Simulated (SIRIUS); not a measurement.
MgS and the effect of the dispersion correction

The cell as given:

```
S Mg
1.0
     0.00000    2.60165    2.60165
     2.60165    0.00000    2.60165
     2.60165    2.60165    0.00000
S Mg
1 1
Direct
  0.50000 0.50000 0.50000
  0.00000 0.00000 0.00000
```

Kept alike: task relaxation of cell and atoms; functional PBE; k mesh 5 × 5 × 5; occupations fermi-dirac, width 0.05 eV; no spin polarisation. Program: SIRIUS, PseudoDojo 0.4.1 PBE standard (scalar relativistic), cutoff 1152 eV. The mesh is that of the run's cell of 2 atoms. No spin-orbit coupling.

```csv
dispersion correction,volume (Å³/atom)
D3(BJ),17.152
D4,17.318
none,17.910
```

The relaxations keep at least the cell's symmetry (Fm-3m). Relaxations stop with a little pressure left, so the last digits of a volume or edge aren't settled. Runs of this series that gave no sound value for these columns are left out.

The volume runs from 17.152 (D3(BJ)) to 17.910 Å³/atom (none). Against no correction: D3(BJ) -4.2 %; D4 -3.3 %. Dispersion terms mostly attract and so lower the volume; the schemes' coefficients and damping set how far. Measured: 17.6 Å³/atom at 294.15 K (a printed reference work); nearest D4, 0.28 Å³/atom off. The runs are for a static lattice.
